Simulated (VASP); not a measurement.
I:

```xyz
1
Lattice="-2.0894 2.0894 2.0894 2.0894 -2.0894 2.0894 2.0894 2.0894 -2.0894" Properties=species:S:1:pos:R:3 pbc="T T T"
I     0.0000    0.0000    0.0000
```

The real solid is made of molecules; this cell is a model form.

```yaml
Program: VASP 6.6.1
Task: single point
Functional: PBE
Potentials_or_basis: VASP PAW PBE potentials, release 64 (I)
Cutoff: 520 eV
k_mesh: 9 × 9 × 9
Occupations: fermi-dirac, width 0.05 eV
Spin: no spin polarisation
```

On this cell: pressure -0.2 GPa; band gap on the k mesh none (metal or under the smearing width).

The same run follows on a disturbed copy (cell strained at random at fixed volume):

```
I
1.0
    -2.05603    2.08342    2.14495
     2.04328   -2.05394    2.10272
     2.08266    2.08057   -2.11547
I
1
Direct
  0.00767 0.00989 0.00550
```

Task: What does the disturbed cell give?

Result: The energy (extrapolated to zero smearing) moves by -3.2 meV/atom; pressure -0.2 GPa; band gap on the k mesh none (metal or under the smearing width).

Stress tensor (GPa, compression positive):
```
-0.22  0.74 -0.41
 0.74 -0.23  0.80
-0.41  0.80 -0.20
```

The energy falls, though the first cell shows no forces: that form is unstable against this distortion, unless noise or another electronic state is at work.

Caveats: an odd number of electrons without spin polarisation forces a metal; a magnetic or distorted state may lie lower.
